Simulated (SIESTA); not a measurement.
PtS2:

```xyz
3
Lattice="3.5432 0.0000 0.0000 -1.7716 3.0685 0.0000 0.0000 0.0000 5.0388" Properties=species:S:1:pos:R:3 pbc="T T T"
Pt    0.0000    0.0000    0.0000
S     1.7716    1.0228    3.8950
S     0.0000    2.0457    1.1438
```

Base run:

```yaml
Program: SIESTA 5.4.2
Functional: AM05
Potentials_or_basis: PseudoDojo 0.4 standard (PBEsol files)
Basis: DZP (energy shift 0.003 Ry; two zetas on semicore shells)
Grid_cutoff: 800 Ry
Energy_shift: 0.003 Ry
k_mesh: 9 × 9 × 5
Occupations: fermi-dirac, width 0.05 eV
Spin: no spin polarisation
```

Its results: band gap on the k mesh 0.94 eV, indirect (least direct gap 0.97 eV); pressure 9.2 GPa; largest force 1.456 eV/Å.

Q: The run is repeated on the same cell with these changes: functional from AM05 to LDA; potentials or basis from PseudoDojo 0.4 standard (PBEsol files) to PseudoDojo 0.4 standard (LDA files). What comes out?

A: Band gap on the k mesh 0.87 eV, indirect (least direct gap 0.91 eV); pressure 6.7 GPa; largest force 1.469 eV/Å.

Caveats: short orbitals over semicore shells can move pressures by several GPa; spin-orbit coupling is left out, which moves the levels of the heavy elements; the basis of atomic orbitals isn't converged, which shifts pressures, moduli and gaps; the potentials were made for another functional, which shifts forces and pressure (some runs); forces of over 1 eV/Å show positions far from the minimum, so gaps and moduli don't describe the material at rest (some runs).
